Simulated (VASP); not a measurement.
Crystal: Pt.

```xyz
1
Lattice="0.0000 1.9609 1.9609 1.9609 0.0000 1.9609 1.9609 1.9609 0.0000" Properties=species:S:1:pos:R:3 pbc="T T T"
Pt    0.0000    0.0000    0.0000
```

```yaml
Program: VASP 6.6.1
Task: relaxation of cell and atoms
Functional: LDA
Potentials_or_basis: VASP PAW LDA potentials, release 64 (Pt)
Cutoff: 600 eV
k_mesh: 10 × 10 × 10
Occupations: fermi-dirac, width 0.05 eV
Spin: no spin polarisation
```

At the start: pressure -5.3 GPa; volume 15.08 Å³/atom.

**Question.** How do energy, volume and symmetry change on relaxing?

**Answer.** Over 4 steps the energy falls by 4.5 meV/atom and the volume is 14.81 Å³/atom (-1.8 %); space group Fm-3m (No. 225, to 0.05 Å).

Step by step:
| step | energy change (eV) | largest force (eV/Å) | pressure (GPa) | volume (Å³) |
| --- | --- | --- | --- | --- |
| 1 | 0.0000 | 0.0000 | -5.26 | 15.08 |
| 2 | 0.0402 | 0.0000 | 19.33 | 14.03 |
| 3 | -0.0045 | 0.0000 | -0.13 | 14.82 |
| 4 | -0.0045 | 0.0000 | -0.01 | 14.81 |

Final structure:
```cif
data_structure
_symmetry_space_group_name_H-M 'P 1'
_symmetry_Int_Tables_number 1
_cell_length_a 2.7566
_cell_length_b 2.7566
_cell_length_c 2.7566
_cell_angle_alpha 60.000
_cell_angle_beta 60.000
_cell_angle_gamma 60.000
_cell_volume 14.81
loop_
_atom_site_label
_atom_site_type_symbol
_atom_site_fract_x
_atom_site_fract_y
_atom_site_fract_z
_atom_site_occupancy
Pt1 Pt 0.00000 0.00000 0.00000 1
```
